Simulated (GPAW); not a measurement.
Set up this calculation in GPAW 26.7.0, as an ASE script.

| Item | Value |
| --- | --- |
| Task | single point |
| Functional | vdW-DF |
| Potentials or basis | GPAW PAW data sets (gpaw-data 1.2.1) |
| Cutoff | 600 eV |
| Basis | pw |
| k mesh | 6 × 6 × 6 |
| Occupations | fermi-dirac, width 0.05 eV |
| Spin | no spin polarisation |
| Maxiter | 150 |

The structure of Si lies in POSCAR:

```
Si
1.0
   -3.3360831900      3.3360831900      3.3360831900
    3.3360831900     -3.3360831900      3.3360831900
    3.3360831900      3.3360831900     -3.3360831900
Si
6
Direct
    0.5000000000      0.7500000000      0.2500000000
    0.2500000000      0.7500000000      0.5000000000
    0.2500000000      0.5000000000      0.7500000000
    0.5000000000      0.2500000000      0.7500000000
    0.7500000000      0.5000000000      0.2500000000
    0.7500000000      0.2500000000      0.5000000000
```

This isn't the form of Si at room conditions, which is diamond.

The input as run:

run.py

```python
from ase.dft.bandgap import bandgap
from ase.io import read, write
from gpaw import GPAW, PW

atoms = read('POSCAR')

calc = GPAW(mode=PW(600),
            xc={'name': 'vdW-DF', 'backend': 'libvdwxc'},
            kpts={'size': (6, 6, 6), 'gamma': True},
            occupations={'name': 'fermi-dirac', 'width': 0.05},
            nbands=25,
            convergence={'density': 1e-05, 'energy': 1e-05},
            maxiter=150,
            txt='gpaw.txt')
atoms.calc = calc
energy = atoms.get_potential_energy()
forces = atoms.get_forces()
calc.write('gs.gpw')
write('result.traj', atoms)
print(f'Energy: {energy:.6f} eV')
print('Forces (eV/A):')
print(forces.round(4))
print('Fermi level:', round(calc.get_fermi_level(), 4), 'eV')
print(f'Gap: {bandgap(calc)[0]:.4f} eV, direct: {bandgap(calc, direct=True)[0]:.4f} eV')
```

Potentials or basis: GPAW PAW data sets (gpaw-data 1.2.1), pw.

Launch:

```console
$ OMP_NUM_THREADS=1 python run.py
```

It gave:

```
Band gap on the k mesh : 0.17 eV, indirect (least direct gap 0.47 eV)
```

Caveat: the PAW data sets were made with another functional, which shifts forces and pressure a little.

Run time: 47 s on 1 thread of Arm Neoverse V1, on a shared host, peak memory 0.31 GiB.
